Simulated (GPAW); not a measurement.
Crystal: Nb.

```
CELL_PARAMETERS angstrom
-1.66395 1.66395 1.66395
1.66395 -1.66395 1.66395
1.66395 1.66395 -1.66395
ATOMIC_POSITIONS crystal
Nb 0.00000 0.00000 0.00000
```

- Program: GPAW 26.7.0
- Task: relaxation of cell and atoms
- Functional: PBEsol
- Potentials or basis: PAW data sets generated in the run's folder for this functional
- Cutoff: 600 eV
- Basis: pw
- k mesh: 11 × 11 × 11
- Occupations: fermi-dirac, width 0.05 eV
- Spin: no spin polarisation

At the start: pressure -8.4 GPa; volume 18.43 Å³/atom.

Where does the relaxation end?

Over 3 steps the energy falls by 24.0 meV/atom and the volume is 17.51 Å³/atom (-5.0 %); space group Im-3m (No. 229, to 0.05 Å).

The path:
```csv
step,energy change (eV),largest force (eV/Å),pressure (GPa),volume (Å³)
1,0.0000,0.0000,-8.45,18.43
2,-0.0234,0.0000,-1.61,17.68
3,-0.0240,0.0000,0.04,17.51
```

Final structure:
```
CELL_PARAMETERS angstrom
-1.63592 1.63592 1.63592
1.63592 -1.63592 1.63592
1.63592 1.63592 -1.63592
ATOMIC_POSITIONS crystal
Nb 0.00000 0.00000 0.00000
```

Caveat: later steps reuse the first step's grids.
